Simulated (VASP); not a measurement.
# PbS: molecular dynamics at constant energy

PbS, Fm-3m (no. 225), 8 atoms in the cell. PBE, molecular dynamics; PAW potentials Pb, S (PBE set).

Ensemble: NVE; Starting temperature (K): 600.

## Input

INCAR:
```
GGA = PE ; PREC = Normal
ENCUT = 260 ; EDIFF = 1E-6
NELMIN = 4 ; NELM = 60
ALGO = Normal ; LREAL = Auto
LASPH = True ; ISMEAR = 0
SIGMA = 0.05 ; ISYM = 0
LWAVE = False ; LCHARG = False
IBRION = 0 ; NSW = 60
POTIM = 2.0 ; TEBEG = 600
ISIF = 2 ; RANDOM_SEED = 729284 0 0
MDALGO = 2 ; SMASS = -3
KPAR = 2
```

KPOINTS:
```
k-points
0
Monkhorst-Pack
  2 2 2
```

POSCAR:
```
PbS
1.0
    5.9315000000      0.0000000000      0.0000000000
    0.0000000000      5.9315000000      0.0000000000
    0.0000000000      0.0000000000      5.9315000000
Pb S
4 4
Direct
    0.0000000000      0.0000000000      0.0000000000
    0.0000000000      0.5000000000      0.5000000000
    0.5000000000      0.0000000000      0.5000000000
    0.5000000000      0.5000000000      0.0000000000
    0.5000000000      0.0000000000      0.0000000000
    0.5000000000      0.5000000000      0.5000000000
    0.0000000000      0.0000000000      0.5000000000
    0.0000000000      0.5000000000      0.0000000000
```

Commands:
```
cat potpaw_PBE.64/Pb/POTCAR potpaw_PBE.64/S/POTCAR > POTCAR
mpirun -np 2 vasp_std > vasp.out
```

## Result

- Rise of the mean potential energy above the start (meV/atom): 29.2
- Mean temperature (K): 342
- Electronic steps per ionic step after the first: 4.1

Course of the run:

| Time (fs) | Temperature (K) | Potential energy less the first (meV/atom) |
|---|---|---|
| 2 | 600 | 0.0 |
| 12 | 547 | 6.0 |
| 20 | 439 | 18.3 |
| 30 | 265 | 37.9 |
| 38 | 141 | 51.9 |
| 48 | 65 | 60.6 |
| 56 | 87 | 58.1 |
| 66 | 201 | 45.2 |
| 74 | 324 | 31.3 |
| 84 | 457 | 16.1 |
| 92 | 514 | 9.7 |
| 102 | 500 | 11.3 |
| 110 | 423 | 20.1 |
| 120 | 273 | 37.1 |

The mean temperature lies below the starting 600 K, since the atoms start on their sites and part of their kinetic energy turns into potential energy.

REPORT:
```
MDALGO =   2
               SCALING =       0
                 CNEXP =     9.000   14.000
           RANDOM_SEED =            729284                0                0

   original number of atomic DOF:         21
   number of independent constraints:      0
   number of active DOF:                  21

========================================
         MD step No.       1
========================================

  Atomic velocities initialized by STEP_tb

  >Energies
                    E_tot             E_pot             E_kin               EPS                ES
   e_b>   -0.36791538E+02   -0.37334433E+02    0.54289542E+00    0.00000000E+00    0.00000000E+00

  >Temperature
               T_sim     T_inst
   tmprt>    600.000    600.000

  >Thermostat:
           s(n+1) sdot(n+1)      s(n)   sdot(n)        Qs
   s_b>   0.00000   0.00000   0.00000   0.00000  -3.00000

           RANDOM_SEED =            729284               48                0

[... steps left out ...]

========================================
         MD step No.      60
========================================

  >Energies
                    E_tot             E_pot             E_kin               EPS                ES
   e_b>   -0.36791134E+02   -0.37037804E+02    0.24666992E+00    0.00000000E+00    0.00000000E+00

  >Temperature
               T_sim     T_inst
   tmprt>    600.000    272.616

  >Thermostat:
           s(n+1) sdot(n+1)      s(n)   sdot(n)        Qs
   s_b>   0.00000   0.00000   0.00000   0.00000  -3.00000

           RANDOM_SEED =            729284               48                0
```

OSZICAR:
```
N       E                     dE             d eps       ncg     rms          rms(c)
DAV:   1     0.154027198900E+03    0.15403E+03   -0.10309E+04   200   0.745E+02
DAV:   2    -0.232599537747E+02   -0.17729E+03   -0.17309E+03   269   0.166E+02
DAV:   3    -0.384367400665E+02   -0.15177E+02   -0.15141E+02   230   0.567E+01
DAV:   4    -0.388350017228E+02   -0.39826E+00   -0.39771E+00   288   0.964E+00
DAV:   5    -0.388402025665E+02   -0.52008E-02   -0.51992E-02   248   0.119E+00    0.179E+01
DAV:   6    -0.372966138084E+02    0.15436E+01   -0.52107E+00   224   0.817E+00    0.109E+01
DAV:   7    -0.373403336035E+02   -0.43720E-01   -0.12392E+00   280   0.401E+00    0.589E+00
DAV:   8    -0.373322026638E+02    0.81309E-02   -0.11211E-01   248   0.135E+00    0.161E+00
DAV:   9    -0.373340514781E+02   -0.18488E-02   -0.67560E-03   256   0.445E-01    0.609E-01
DAV:  10    -0.373343335301E+02   -0.28205E-03   -0.69244E-04   224   0.153E-01    0.186E-01
DAV:  11    -0.373344415411E+02   -0.10801E-03   -0.96167E-04   296   0.120E-01    0.121E-01
DAV:  12    -0.373344280245E+02    0.13517E-04   -0.87879E-05   288   0.408E-02    0.562E-02
[... left out ...]
     58 T=   336. E= -.36791172E+02 F= -.37095602E+02 E0= -.37095602E+02  EK= 0.30443E+00 SP= 0.00E+00 SK= 0.00E+00
     59 T=   305. E= -.36791150E+02 F= -.37066931E+02 E0= -.37066931E+02  EK= 0.27578E+00 SP= 0.00E+00 SK= 0.00E+00
[... last step whole ...]
       N       E                     dE             d eps       ncg     rms          rms(c)
DAV:   1    -0.370377722464E+02    0.29159E-01   -0.96139E-03   382   0.123E+00    0.148E-02
DAV:   2    -0.370378029543E+02   -0.30708E-04   -0.32284E-04   224   0.805E-02    0.923E-03
DAV:   3    -0.370378035540E+02   -0.59970E-06   -0.59549E-06   304   0.118E-02    0.591E-03
DAV:   4    -0.370378035681E+02   -0.14095E-07   -0.14250E-07   208   0.193E-03
     60 T=   273. E= -.36791134E+02 F= -.37037804E+02 E0= -.37037804E+02  EK= 0.24667E+00 SP= 0.00E+00 SK= 0.00E+00
```

Limits: 120 fs of 8 atoms are too short for converged averages.

VASP 6.6.1 took 220 s on 2 cores (AMD EPYC 7R43 (Zen 3)), a shared host.
